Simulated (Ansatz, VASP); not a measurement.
## Two plane-wave programs on TiSi16 (a cell with a defect)

```
Si Ti
1.0
     0.00000    5.43000    5.43000
     5.43000    0.00000    5.43000
     5.43000    5.43000    0.00000
Si Ti
16 1
Direct
  0.00073 0.00161 0.99598
  0.12160 0.12141 0.12863
  0.00071 0.00166 0.50192
  0.12402 0.12518 0.62553
  0.98853 0.50382 0.00383
  0.12162 0.62830 0.12866
  0.00070 0.49562 0.50194
  0.12167 0.62837 0.62151
  0.50372 0.98830 0.00405
  0.62734 0.12191 0.12883
  0.49446 0.00170 0.50205
  0.62734 0.12204 0.62207
  0.50370 0.50391 0.00408
  0.62526 0.62489 0.12495
  0.50364 0.50396 0.48839
  0.62733 0.62846 0.62212
  0.37454 0.37506 0.87528
```

Alike in both runs: functional PBEsol; k mesh 2 × 2 × 2; occupations fermi-dirac, width 0.05 eV; no spin polarisation.

Ansatz relaxed the structure, and its values are those at the end. VASP's run is a single point on that final structure, the one shown.

|  | VASP | Ansatz |
| --- | --- | --- |
| version | VASP 6.6.1 | Ansatz 0.2.0 |
| potentials or method | VASP PAW PBE potentials, release 64 (Si, Ti_sv) | scalar-relativistic, plane waves, PAW |
| plane-wave cutoff (eV) | 520 | 420 |
| valence electrons in the cell | 76 | 76 |

Ansatz gave:

| Item | Value |
| --- | --- |
| rms of the force components (eV/Å) | 0.010 |

Q: Which values does VASP return?

A: rms of the force components (eV/Å): 0.009.

Ansatz warned: «pseudo_functional_mismatch».

Caveats: the k mesh is coarse (spacing up to 0.50 Å⁻¹), so the values aren't converged; the PAW data sets were made with another functional, which shifts forces and pressure a little (VASP).
